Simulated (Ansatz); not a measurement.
A run of Ansatz 0.2.0 is set up as follows.

The input input.yaml:

```yaml
crystal:
  lattice:
    - [3.135394741, 0.0, 0.0]
    - [0.0, 3.135394741, 0.0]
    - [0.0, 0.0, 3.135394741]
  atoms:
    - { symbol: In, position: [0.0, 0.0, 0.0] }
    - { symbol: Pd, position: [0.5, 0.5, 0.5] }
hamiltonian:
  xc: hse06
  pseudopotentials: { kind: paw }
kpoints:
  mp_grid: { grid: [4, 4, 4] }
scf:
  occupations: { method: gaussian, width: 0.1 }
output:
  forces: true
  stress: true
  eigenvalues: true
relax:
  f_tol: 0.01
  max_steps: 40
  cell: { stress_tol: 0.05 }
```

Potentials or basis: Ansatz PAW.

Run with:

```console
$ ansatz run input.yaml --threads 2 --pin off --max-ram 5632MiB --backend cpu --events-out ev --progress --plain --runs-dir out
```

Question: Predict the relaxed volume.

Answer: 17.41 Å³/atom.

Question: Predict the relaxed cell.

Answer: a = 3.265 Å, b = 3.265 Å, c = 3.265 Å, α = 90.00°, β = 90.00°, γ = 90.00°.

Question: Estimate the band gap on the k mesh.

Answer: None (metal or under the smearing width).

Question: What does it give for the space group after relaxing (to 0.05 Å)?

Answer: Pm-3m (No. 221).

Final structure:
```
In Pd
1.0
     3.26523    0.00000    0.00000
     0.00000    3.26523    0.00000
     0.00000    0.00000    3.26523
In Pd
1 1
Direct
  0.00000 0.00000 0.00000
  0.50000 0.50000 0.50000
```

Caveat: the k mesh is coarse (spacing up to 0.50 Å⁻¹), so the values aren't converged, least of all with exact exchange; the PAW data sets come from PBE, with cores solved anew for the run's functional, which leaves a small shift of forces and pressure.
